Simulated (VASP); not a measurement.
# TiSe2 (P-3m1) in VASP: notebook

The runs below take TiSe2 through relaxation of cell and atoms, with r2SCAN, PBE.

The COD entry that gives the cell may itself be a prediction, so a difference from it is no test against experiment.

All numbers are computed with VASP 6.6.1; they aren't measurements. Logs are shortened: lines on timing, memory, paths and dates and some standing lists are left out, and cuts for length are marked.

## (1) The crystal as given

It takes space group P-3m1 (No. 164, trigonal). The conventional cell has a = 3.562 Å, b = 3.562 Å, c = 6.321 Å, α = 90.00°, β = 90.00°, γ = 120.00°. Around Ti (site symmetry -3m) lie 6 Se at 2.56 Å. Around Se (site symmetry 3m) lie 3 Ti at 2.56 Å.

## (2) Relaxation of cell and atoms, r2SCAN

The input, INCAR:

```
SYSTEM = TiSe2
PREC     = Accurate       ! precision mode
ENCUT    = 600            ! plane-wave cutoff, eV
EDIFF    = 1E-7           ! SCF threshold, eV
ISMEAR   = 1              ! smearing method
SIGMA    = 0.1            ! smearing width, eV
LREAL    = .FALSE.        ! projectors in reciprocal space
LASPH    = .TRUE.         ! aspherical terms in the spheres
NELM     = 80             ! most SCF steps
ALGO     = Normal         ! electronic algorithm
ISIF     = 3              ! what is computed and relaxed
LWAVE    = .FALSE.        ! write WAVECAR
LCHARG   = .FALSE.        ! write CHGCAR
METAGGA  = R2SCAN         ! meta-GGA
LMIXTAU  = .TRUE.       
IBRION   = 2              ! ionic algorithm
NSW      = 90             ! ionic steps
EDIFFG   = -0.005         ! ionic threshold
```

The input, KPOINTS:

```
regular mesh
0
G
  12 12 6
  0 0 0
```

The input, POSCAR:

```
TiSe2                                   
1.0
    3.5618601714     -0.0000000000      0.0000000000
   -1.7809300857      3.0846613932     -0.0000000000
    0.0000000000     -0.0000000000      6.3207361356
  Ti              Se            
     1     2
Direct
     0.0000000000000000    0.0000000000000000    0.0000000000000000
     0.3333333332999970    0.6666666667000030    0.2404071089937345
     0.6666666667000030    0.3333333332999970    0.7595928910062655
```

Potentials or basis: VASP PAW PBE potentials, release 64 (Ti_sv, Se).

On the command line:

```console
$ cat potpaw_PBE.64/Ti_sv/POTCAR potpaw_PBE.64/Se/POTCAR > POTCAR
$ mpirun -np 1 vasp_std > vasp.out
```

OUTCAR:

```text
SYSTEM = TiSe2
   PREC = Accurate
   ENCUT = 600
   EDIFF = 1E-7
   ISMEAR = 1
   LREAL = .FALSE.
   LASPH = .TRUE.
   NELM = 80
   ISIF = 3
   METAGGA = R2SCAN
   IBRION = 2
   NSW = 90
   EDIFFG = -0.005

 ion  position               nearest neighbor table
   1  0.000  0.000  0.000-   2 2.56   3 2.56   3 2.56   2 2.56   3 2.56   2 2.56
   2  0.333  0.667  0.240-   1 2.56   1 2.56   1 2.56
   3  0.667  0.333  0.760-   1 2.56   1 2.56   1 2.56

  LATTYP: Found a hexagonal cell.
 ALAT       =     3.5618601714
 C/A-ratio  =     1.7745604351

  Lattice vectors:

 A1 = (   3.5618601714,   0.0000000000,   0.0000000000)
 A2 = (  -1.7809300857,   3.0846613932,   0.0000000000)
 A3 = (   0.0000000000,   0.0000000000,   6.3207361356)

Analysis of symmetry for initial positions (statically):
=====================================================================
 Subroutine PRICEL returns:
 Original cell was already a primitive cell.

 Routine SETGRP: Setting up the symmetry group for a
 hexagonal supercell.

 Subroutine GETGRP returns: Found 12 space group operations
 (whereof 12 operations were pure point group operations)
 out of a pool of 24 trial point group operations.

The static configuration has the point symmetry D_3d.

Analysis of symmetry for dynamics (positions and initial velocities):
=====================================================================
 Subroutine PRICEL returns:
 Original cell was already a primitive cell.

 Routine SETGRP: Setting up the symmetry group for a
 hexagonal supercell.

 Subroutine GETGRP returns: Found 12 space group operations
 (whereof 12 operations were pure point group operations)
 out of a pool of 24 trial point group operations.

The dynamic configuration has the point symmetry D_3d.

 Subroutine INISYM returns: Found 12 space group operations
 (whereof 12 operations are pure point group operations),
 and found     1 'primitive' translations

----------------------------------------------------------------------------------------

                                     Primitive cell

  volume of cell :      69.4468

  direct lattice vectors                    reciprocal lattice vectors
     3.561860171  0.000000000  0.000000000     0.280752178  0.162092345  0.000000000
    -1.780930086  3.084661393  0.000000000     0.000000000  0.324184691  0.000000000
     0.000000000  0.000000000  6.320736136     0.000000000  0.000000000  0.158209420

  length of vectors
     3.561860171  3.561860171  6.320736136     0.324184691  0.324184691  0.158209420

  position of ions in fractional coordinates (direct lattice)
     0.000000000  0.000000000  0.000000000
     0.333333333  0.666666667  0.240407109
     0.666666667  0.333333333  0.759592891

  ion indices of the primitive-cell ions
   primitive index   ion index
                 1           1
                 2           2
                 3           3

----------------------------------------------------------------------------------------

 KPOINTS: regular mesh

Automatic generation of k-mesh.
 Grid dimensions read from file:
 generate k-points for:   12   12    6

 Generating k-lattice:

  Cartesian coordinates                     Fractional coordinates (reciprocal lattice)
     0.023396015  0.013507695  0.000000000     0.083333333  0.000000000  0.000000000
     0.000000000  0.027015391  0.000000000     0.000000000  0.083333333  0.000000000
     0.000000000  0.000000000  0.026368237     0.000000000  0.000000000  0.166666667

  Length of vectors
     0.027015391  0.027015391  0.026368237

  Shift w.r.t. Gamma in fractional coordinates (k-lattice)
     0.000000000  0.000000000  0.000000000

 Subroutine IBZKPT returns following result:
 ===========================================

 Found    100 irreducible k-points:

 Following reciprocal coordinates:
            Coordinates               Weight
  0.000000  0.000000  0.000000      1.000000
  0.083333 -0.000000  0.000000      6.000000
  0.166667 -0.000000  0.000000      6.000000
  0.250000 -0.000000  0.000000      6.000000
  0.333333 -0.000000  0.000000      6.000000
  0.416667  0.000000  0.000000      6.000000
[... 16 lines left out ...]
  0.166667 -0.000000  0.166667      6.000000
  0.000000  0.166667  0.166667      6.000000
 [... further k-points ...]
   k-points           NKPTS =    100   k-points in BZ     NKDIM =    100   number of bands    NBANDS=     16
   number of dos      NEDOS =    301   number of ions     NIONS =      3
   total plane-waves  NPLWV =  39200
   dimension x,y,z NGX =    28 NGY =   28 NGZ =   50
   dimension x,y,z NGXF=    56 NGYF=   56 NGZF=  100
   ions per type =               1   2
   NGX,Y,Z   is equivalent  to a cutoff of  13.07, 13.07, 13.15 a.u.
   NGXF,Y,Z  is equivalent  to a cutoff of  26.14, 26.14, 26.30 a.u.
 SYSTEM =  TiSe2
   PREC   = accura    normal or accurate (medium, high low for compatibility)
   ISTART =      0    job   : 0-new  1-cont  2-samecut
   ICHARG =      2    charge: 1-file 2-atom 10-const
   ISPIN  =      1    spin polarized calculation?
   LNONCOLLINEAR =      F non collinear calculations
   LSORBIT =      F    spin-orbit coupling
   LASPH  =      T    aspherical Exc in radial PAW
   ENCUT  =  600.0 eV  44.10 Ry    6.64 a.u.   7.11  7.11 12.62*2*pi/ulx,y,z
   NELM   =     80;   NELMIN=  2; NELMDL= -5     # of ELM steps
   EDIFF  = 0.1E-06   stopping-criterion for ELM
   LREAL  =      F    real-space projection
   EDIFFG = -.5E-02   stopping-criterion for IOM
   NSW    =     90    number of steps for IOM
   IBRION =      2    ionic relax: 0-MD 1-quasi-New 2-CG
   NFREE  =      1    steps in history (QN), initial steepest desc. (CG)
   ISIF   =      3    stress and relaxation
   ISYM   =      2    0-nonsym 1-usesym 2-fastsym
   POTIM  = 0.5000    time-step for ionic-motion
   TEBEG  =    0.0;   TEEND  =   0.0 temperature during run
   PSTRESS=    0.0 pullay stress
   NELECT =      24.0000    total number of electrons
   NUPDOWN=      -1.0000    fix difference up-down
   EMIN   =  10.00;   EMAX   =-10.00  energy-range for DOS
   EFERMI =   0.00;   METHOD = LEGACY
   ISMEAR =     1;   SIGMA  =   0.10  broadening in eV -4-tet -1-fermi 0-gaus
   EFERMI_NEDOS =   21; number of points for ismear=-14 and -15
   IALGO  =     38    algorithm
   IMIX   =      4    mixing-type and parameters
     AMIX     =   0.40;   BMIX     =  1.00
     AMIX_MAG =   1.60;   BMIX_MAG =  1.00
  volume/ion in A,a.u.               =      23.15       156.22
  Fermi-wavevector in a.u.,A,eV,Ry     =   1.148844  2.171001 17.957562  1.319844
  Thomas-Fermi vector in A             =   2.285517
   LORBIT       =      0    0 simple, 1 ext, 2 COOP (PROOUT), +10 PAW based schemes
   METAGGA = R2SCAN    functional components
   LHFCALC =     F    Hartree Fock is set to
   AEXX    =    0.0000 exact exchange contribution
   IVDW    =     0    specifies the selected vdW correction
   LEPSILON=     F    determine dielectric tensor
   LRPA    =     F    only Hartree local field effects (RPA)
 conjugate gradient relaxation of ions
 non-spin polarized calculation
 Methfessel and Paxton  Order N= 1 SIGMA  =   0.10
  energy-cutoff  :      600.00
  volume of cell :       69.45
 maximum number of plane-waves:      2364
   NGX = 15   NGY = 15   NGZ = 25

 number of electron      23.9999997 magnetization

 Free energy of the ion-electron system (eV)
  ---------------------------------------------------
  ext. energy  EPLUGINS =         0.00000000
  ---------------------------------------------------
  free energy    TOTEN  =       -45.49480895 eV

  energy without entropy =      -45.49495939  energy(sigma->0) =      -45.49485909

 E-fermi :   4.0874     XC(G=0): -10.0945

 val. band max:        4.0836104364   @ k =   0.4167   0.0000   0.5000
 cond. band min:       4.1628467762   @ k =   0.0000   0.4167   0.1667
 fundamental gap:      0.0792363398
 Fermi energy:         4.0873613152

 k-point     1 :       0.0000    0.0000    0.0000
  band No.  band energies     occupation
      1     -56.2034      2.00000
      2     -31.3757      2.00000
      3     -31.3643      2.00000
      4     -31.3643      2.00000
      5     -10.3864      2.00000
      6      -9.1078      2.00000
[... 8 lines left out ...]
     15       4.8392     -0.00000
     16       7.4508      0.00000

 k-point     2 :       0.0833   -0.0000    0.0000
  band No.  band energies     occupation
      1     -56.2030      2.00000
      2     -31.3745      2.00000
      3     -31.3699      2.00000
      4     -31.3656      2.00000
      5     -10.3113      2.00000
      6      -9.0811      2.00000
[... 8 lines left out ...]
     15       5.0464     -0.00000
     16       7.1726      0.00000

 k-point     3 :       0.1667   -0.0000    0.0000
  band No.  band energies     occupation
      1     -56.2017      2.00000
      2     -31.3854      2.00000
      3     -31.3710      2.00000
      4     -31.3691      2.00000
      5     -10.0960      2.00000
      6      -9.0073      2.00000
[... 8 lines left out ...]
     15       5.3119     -0.00000
     16       6.8889      0.00000

 k-point     4 :       0.2500   -0.0000    0.0000
  band No.  band energies     occupation
      1     -56.2000      2.00000
      2     -31.4063      2.00000
      3     -31.3738      2.00000
      4     -31.3664      2.00000
      5      -9.7721      2.00000
      6      -8.9063      2.00000
[... 8 lines left out ...]
     15       5.5369     -0.00000
     16       6.9964      0.00000

 k-point     5 :       0.3333   -0.0000    0.0000
  band No.  band energies     occupation
      1     -56.1982      2.00000
      2     -31.4271      2.00000
      3     -31.3785      2.00000
      4     -31.3617      2.00000
      5      -9.3977      2.00000
      6      -8.8114      2.00000
[... 8 lines left out ...]
     15       5.7163     -0.00000
     16       7.2293      0.00000

 k-point     6 :       0.4167    0.0000    0.0000
  band No.  band energies     occupation
      1     -56.1970      2.00000
      2     -31.4423      2.00000
      3     -31.3820      2.00000
      4     -31.3582      2.00000
      5      -9.0587      2.00000
      6      -8.7698      2.00000
[... 8 lines left out ...]
     15       5.7992     -0.00000
     16       7.3251      0.00000
[... 267 lines left out ...]
 k-point    21 :       0.0833   -0.0000    0.1667
  band No.  band energies     occupation
      1     -56.2030      2.00000
      2     -31.3745      2.00000
      3     -31.3699      2.00000
      4     -31.3656      2.00000
      5     -10.2697      2.00000
      6      -9.1478      2.00000
[... 8 lines left out ...]
     15       5.2380     -0.00000
     16       7.1392      0.00000

 k-point    22 :       0.0000    0.0833    0.1667
  band No.  band energies     occupation
      1     -56.2030      2.00000
      2     -31.3745      2.00000
      3     -31.3699      2.00000
      4     -31.3656      2.00000
      5     -10.2702      2.00000
      6      -9.1469      2.00000
[... 8 lines left out ...]
     15       5.2556     -0.00000
     16       7.2160      0.00000

 k-point    23 :       0.1667   -0.0000    0.1667
  band No.  band energies     occupation
      1     -56.2017      2.00000
      2     -31.3853      2.00000
      3     -31.3710      2.00000
      4     -31.3691      2.00000
      5     -10.0545      2.00000
      6      -9.0700      2.00000
[... 8 lines left out ...]
     15       5.4051     -0.00000
     16       6.8694      0.00000

 k-point    24 :       0.0000    0.1667    0.1667
  band No.  band energies     occupation
      1     -56.2017      2.00000
      2     -31.3853      2.00000
      3     -31.3710      2.00000
      4     -31.3691      2.00000
      5     -10.0588      2.00000
      6      -9.0631      2.00000
[... 8 lines left out ...]
     15       5.5172     -0.00000
     16       6.7687      0.00000

 [... further k-points ...]

------------------------ aborting loop because EDIFF is reached ----------------------------------------

  FORCE on cell =-STRESS in cart. coord.  units (eV):
  Direction    XX          YY          ZZ          XY          YZ          ZX
  --------------------------------------------------------------------------------------
  -------------------------------------------------------------------------------------
  Total       -0.0065236     -0.0065236     -0.0052076     -0.0000000     -0.0000000      0.0000000
  in kB       -0.1505038     -0.1505038     -0.1201433     -0.0000000     -0.0000000      0.0000000
  external PRESSURE =      -0.1403836 kB  Pullay stress =       0.0000000 kB

 VOLUME and BASIS-vectors are now :
 -----------------------------------------------------------------------------
  energy-cutoff  :      600.00
  volume of cell :       69.45
      direct lattice vectors                 reciprocal lattice vectors
     3.561860171  0.000000000  0.000000000     0.280752178  0.162092345  0.000000000
    -1.780930086  3.084661393  0.000000000     0.000000000  0.324184691  0.000000000
     0.000000000  0.000000000  6.320736136     0.000000000  0.000000000  0.158209420

 POSITION                                       TOTAL-FORCE (eV/Angst)
 -----------------------------------------------------------------------------------
      0.00000      0.00000      0.00000        -0.000000      0.000000      0.000000
     -0.00000      2.05644      1.51955         0.000000      0.000000      0.000138
      1.78093      1.02822      4.80119        -0.000000     -0.000000     -0.000138
 -----------------------------------------------------------------------------------
    total drift:                               -0.000000     -0.000000      0.000000

  FREE ENERGIE OF THE ION-ELECTRON SYSTEM (eV)
  ---------------------------------------------------
  free  energy   TOTEN  =       -45.4948089452 eV

  energy  without entropy=      -45.4949593921  energy(sigma->0) =      -45.49485909

 reached required accuracy - stopping structural energy minimisation
```

It took 3.8 min on 1 thread of Intel Xeon 6975P-C (Granite Rapids), shared host; peak memory 0.3 GiB.

What came out:

```
Free energy             : -45.4948 eV
Pressure after relaxing : 0.0 GPa
Band gap on the k mesh  : none (metal or under the smearing width)
```

Final structure:
```yaml
crystal:
  lattice:
    - [3.56186, 0.00000, 0.00000]
    - [-1.78093, 3.08466, 0.00000]
    - [0.00000, 0.00000, 6.32074]
  atoms:
    - { symbol: Ti, position: [0.00000, 0.00000, 0.00000] }
    - { symbol: Se, position: [0.33333, 0.66667, 0.24041] }
    - { symbol: Se, position: [0.66667, 0.33333, 0.75959] }
```

Caveat: the relaxation stopped at its first step, so nothing moved; the PAW data sets were made with another functional, which shifts forces and pressure a little.

## (3) Relaxation of cell and atoms, PBE

This run uses another cell than the first one, of 21.67 Å³/atom, 0.936 times its volume.

The input, INCAR:

```
SYSTEM = TiSe2
PREC = Accurate
ENCUT = 600
EDIFF = 1E-6
ISMEAR = 1
SIGMA = 0.1
LREAL = .FALSE.
LASPH = .TRUE.
NELM = 80
ALGO = Normal
ISIF = 3
LWAVE = .FALSE.
LCHARG = .FALSE.
GGA = PE
IBRION = 2
NSW = 90
EDIFFG = -0.01
```

KPOINTS is that of step 2.

The input, POSCAR:

```
TiSe2
1.0
    3.5360000000      0.0000000000      0.0000000000
   -1.7680000000      3.0622658278      0.0000000000
    0.0000000000      0.0000000000      6.0040000000
Ti Se
1 2
Direct
    0.0000000000      0.0000000000      0.0000000000
    0.3333333333      0.6666666667      0.2552000000
    0.6666666667      0.3333333333      0.7448000000
```

Potentials or basis: VASP PAW PBE potentials, release 64 (Ti_sv, Se).

On the command line:

```console
$ cat potpaw_PBE.64/Ti_sv/POTCAR potpaw_PBE.64/Se/POTCAR > POTCAR
$ mpirun -np 1 vasp_std > vasp.out
```

Wall time 11 min (1 thread of Intel Xeon Platinum 8559C (Emerald Rapids), shared host); peak memory 0.29 GiB.

The run converged. Its results:

* Free energy: -18.2061 eV
* Relaxed volume: 24.27 Å³/atom
* Relaxed cell: a = 3.545 Å, b = 3.545 Å, c = 6.690 Å, α = 90.00°, β = 90.00°, γ = 120.00°
* Space group after relaxing (to 0.05 Å): P-3m1 (No. 164)
* Energy gained by relaxing: 10.0 meV/atom
* Ionic steps: 16
* Pressure after relaxing: 0.0 GPa
* Largest force after relaxing: 0.004 eV/Å
* Band gap on the k mesh: none (metal or under the smearing width)

Forces in eV/Å, atoms in the order of the input:
```
Ti   0.000  0.000  0.000
Se   0.000  0.000  0.004
Se   0.000  0.000 -0.004
```

Step by step:
| step | energy change (eV) | largest force (eV/Å) | pressure (GPa) | volume (Å³) |
| --- | --- | --- | --- | --- |
| 1 | 0.0000 | 0.0782 | 1.62 | 65.01 |
| 2 | -0.0030 | 0.2986 | -1.13 | 67.09 |
| 3 | -0.0065 | 0.1414 | 0.00 | 66.20 |
| 4 | -0.0089 | 0.1301 | 0.04 | 66.40 |
| 5 | -0.0146 | 0.0981 | 0.12 | 67.02 |
| 6 | -0.0226 | 0.0320 | 0.39 | 68.25 |
| 7 | -0.0255 | 0.1046 | 1.11 | 70.64 |
| 8 | -0.0269 | 0.0691 | 0.88 | 71.06 |
| 9 | -0.0289 | 0.0347 | 0.15 | 72.30 |
| 10 | -0.0289 | 0.0415 | 0.14 | 72.38 |
| 11 | -0.0289 | 0.0545 | 0.04 | 72.54 |
| 12 | -0.0289 | 0.0500 | 0.04 | 72.49 |
| 13 | -0.0289 | 0.0457 | 0.07 | 72.44 |
| 14 | -0.0291 | 0.0409 | 0.08 | 72.47 |
| 15 | -0.0296 | 0.0258 | 0.06 | 72.58 |
| 16 | -0.0300 | 0.0043 | 0.02 | 72.80 |

Final structure:
```
CELL_PARAMETERS angstrom
3.54485 0.00000 0.00000
-1.77243 3.06993 0.00000
0.00000 0.00000 6.69000
ATOMIC_POSITIONS crystal
Ti 0.00000 0.00000 0.00000
Se 0.33333 0.66667 0.23116
Se 0.66667 0.33333 0.76884
```

Levels at points of the mesh, in eV from the Fermi level:
| k point | band 8 | band 9 | band 10 | band 11 | band 12 | band 13 | band 14 | band 15 | band 16 |
| --- | --- | --- | --- | --- | --- | --- | --- | --- | --- |
| (0.00, 0.00, 0.00) | -2.17 | -2.17 | -0.53 | 0.47 | 0.47 | 0.50 | 0.50 | 0.67 | 3.44 |
| (0.50, 0.00, 0.00) | -3.86 | -2.62 | -2.25 | -2.18 | -1.11 | 0.08 | 1.35 | 1.72 | 3.34 |
| (0.00, 0.00, 0.50) | -2.16 | -2.16 | -2.05 | 0.45 | 0.45 | 0.47 | 0.47 | 1.08 | 3.53 |
| (0.50, 0.00, 0.50) | -4.13 | -2.63 | -2.30 | -1.53 | -1.00 | -0.08 | 1.35 | 1.71 | 3.26 |

Caveat: this functional lacks dispersion, which binds the layers, so the pressure and a relaxed spacing across them are unreliable; the volume moved by +12 % from the deposited cell, more than functionals usually miss.

[end of part 1 of 2]
